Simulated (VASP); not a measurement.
H2CO, 40 atoms in the cell. The cell holds a amorphous, 40 atoms: a = 8.188 Å, b = 8.188 Å, c = 8.188 Å, α = 90.00°, β = 90.00°, γ = 90.00°. The cell was built by a generator and needn't be a form met in nature.

- Program: VASP 6.6.1
- Task: single point
- Functional: PBE
- Dispersion: D3(BJ)
- Potentials or basis: VASP PAW PBE potentials, release 64 (O, C, H)
- Cutoff: 520 eV
- k mesh: 1 × 1 × 1
- Occupations: fermi-dirac, width 0.02 eV
- Spin: no spin polarisation
- Dipole correction: no
- Further INCAR settings: LREAL = Auto; ALGO = Normal; EDIFF = 1e-06; NBANDS = 86

Potentials or basis: VASP PAW PBE potentials, release 64 (O, C, H).

Launch:

```console
$ cat potpaw_PBE.64/O/POTCAR potpaw_PBE.64/C/POTCAR potpaw_PBE.64/H/POTCAR > POTCAR
$ mpirun -np 1 vasp_gam > vasp.out
```

Hardware: 1 thread of AMD EPYC 7R13 Processor (Zen 3) (shared host).

Question: Estimate the wall time of this run.

Answer: Run time: 72 s on 1 thread of AMD EPYC 7R13 Processor (Zen 3) (shared host), peak memory 0.46 GiB. Counts: scf iterations 17, k points 1.
